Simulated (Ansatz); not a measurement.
CuO:

```xyz
4
Lattice="0.0000 -2.1166 -2.1166 -2.1166 0.0000 -2.1166 2.1166 2.1166 -4.2331" Properties=species:S:1:pos:R:3 pbc="T T T"
Cu    0.0233   -0.0336   -4.1419
Cu    0.0233    2.0829   -6.2584
O    -0.0233    0.0336   -6.4409
O    -0.0233    0.0336   -2.2078
```

The cell comes from a database or a generator and needn't be the stable form of this composition.

```yaml
Program: Ansatz 0.2.0
Task: relaxation of cell and atoms
Functional: PBEsol
Potentials_or_basis: Ansatz PAW
Cutoff: "420 eV (not typed: the program's choice for these potentials)"
k_mesh: 10 × 10 × 6
Occupations: fermi-dirac, width 0.05 eV
Spin: no spin polarisation
Hubbard_terms: Cu d U = 4.5 eV
```

At the start: volume 9.48 Å³/atom.

Problem. Where does the relaxation end?

Solution. It ends after 9 steps and the volume is 9.20 Å³/atom (-3.0 %); space group Fm-3m (No. 225, to 0.05 Å).

Step by step:
```tsv
step	energy change (eV)	largest force (eV/Å)	volume (Å³)
1	0.0000	1.2472	37.93
2	-0.0943	1.0454	37.43
3	-0.2656	0.0049	36.85
4	-0.2665	0.0032	36.77
5	-0.2660	0.0085	36.88
6	-0.2665	0.0005	36.81
7	-0.2612	0.0004	36.81
8	-0.2614	0.0001	36.78
9	-0.2613	0.0001	36.78
```

Final structure:
```
CELL_PARAMETERS angstrom
0.00055 -2.09595 -2.09158
-2.09599 0.00054 -2.09158
2.09746 2.09739 -4.18516
ATOMIC_POSITIONS crystal
Cu 0.50000 0.50000 0.50000
Cu 0.00000 0.00000 0.00000
O 0.75000 0.75000 0.75000
O 0.25000 0.25000 0.25000
```

Caveat: the plane-wave basis is chosen anew once the cell has moved, so the energies of steps on either side of that aren't comparable; the pressure holds a Pulay correction of +0.9 GPa for the finite cutoff; the run has no spin polarisation, though such a crystal can be magnetic; U without spin polarisation on a metal has little footing; the PAW data sets come from PBE, with cores solved anew for the run's functional, which leaves a small shift of forces and pressure.
